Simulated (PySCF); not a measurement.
Spectra and structures to be paired. Computed with TDDFT CAM-B3LYP/def2-SVPD, vertical, gas phase, core orbitals frozen in the response, def2 core potentials past Kr in PySCF 2.14.0, density-fitted response routines. Geometries: PBE0-D3(BJ)/def2-SVP; one conformer of each isolated species. Triplets are in the Tamm–Dancoff approximation. Atoms past krypton carry core potentials; spin–orbit coupling is left out. Ions are computed without counter-ions or solvent.

A. `[O]=[W](=[O])([F])[F]`
B. `C[C@@H]1[SiH2]C[Si@H]1P`
C. `[NH3+]c1ccccc1`
D. `P[Si@H]1C[Si@@H](C)C1`
E. `C=CC[SiH2][SiH2]P`

Lowest singlet levels (six at most, fewer where fewer were computed) with oscillator strengths:

1. 6.29 eV (f 0.023); 6.43 eV (f 0.042); 6.63 eV (f 0.030); 6.67 eV (f 0.127); 6.82 eV (f 0.065); 6.91 eV (f 0.121); T1 4.18 eV
2. 5.47 eV (f 0.001); 5.49 eV (f 0.007); 6.30 eV (f 0.006); 6.54 eV (f 0.000); 6.74 eV (f 0.002); 6.76 eV (f 0.000); T1 4.89 eV
3. 6.05 eV (f 0.002); 6.52 eV (f 0.005); 6.60 eV (f 0.039); 6.67 eV (f 0.051); 7.02 eV (f 0.281); 7.05 eV (f 0.012); T1 5.57 eV
4. 6.41 eV (f 0.004); 6.65 eV (f 0.021); 6.68 eV (f 0.006); 6.95 eV (f 0.003); 6.99 eV (f 0.023); 7.08 eV (f 0.011); T1 5.64 eV
5. 5.50 eV (f 0.005); 6.15 eV (f 0.004); 6.54 eV (f 0.000); 6.57 eV (f 0.000); 7.09 eV (f 0.562); 7.11 eV (f 0.547); T1 4.11 eV

Question: Which spectrum belongs to which structure?

Answer: 1 = E, 2 = A, 3 = B, 4 = D, 5 = C.
- A: S1 at 5.47 eV, HOMO→LUMO+1 (98%); for S1 the Löwdin share of tungsten is 7% in HOMO and 58% in LUMO+1 (ligand-to-metal charge transfer by this measure); HOMO -11.43 and LUMO -1.75 eV; point group C2v, 2 of its 6 listed states under f = 0.0005.
- B: S1 at 6.05 eV, HOMO→LUMO (81%); Löwdin shares by element: HOMO phosphorus 34%, silicon 24%, carbon 16% or more (atoms not listed hold the other 26%); LUMO silicon 27%, carbon 19% or more (atoms not listed hold the other 54%); HOMO -8.47 and LUMO 0.79 eV.
- C: S1 at 5.50 eV, HOMO→LUMO+1 (41%), HOMO-1→LUMO+2 (31%), HOMO-1→LUMO+1 (13%); Löwdin shares by element: HOMO carbon 80% or more (atoms not listed hold the other 19%); LUMO hydrogen 54% or more, nitrogen 23% (atoms not listed hold the other 24%); HOMO -13.06 and LUMO -4.01 eV.
- D: S1 at 6.41 eV, HOMO→LUMO+1 (54%), HOMO→LUMO+4 (26%); Löwdin shares by element: HOMO phosphorus 54%, silicon 16% or more, carbon 5% or more, hydrogen 5% or more (atoms not listed hold the other 20%); LUMO silicon 33%, phosphorus 15%, hydrogen 7% or more (atoms not listed hold the other 45%); HOMO -8.57 and LUMO 1.03 eV.
- E: S1 at 6.29 eV, HOMO-1→LUMO (39%), HOMO→LUMO (27%), HOMO-1→LUMO+1 (10%); Löwdin shares by element: HOMO carbon 70%, silicon 7% or more (atoms not listed hold the other 23%); LUMO silicon 34%, phosphorus 16%, hydrogen 8% or more (atoms not listed hold the other 42%); HOMO -8.47 and LUMO 0.73 eV.
A and C have S1 within 0.03 eV of each other; their strongest listed levels stand at 5.49 eV (f 0.007) and 7.09 eV (f 0.562).
D and E have S1 within 0.13 eV of each other; their strongest listed levels stand at 6.99 eV (f 0.023) and 6.67 eV (f 0.127).
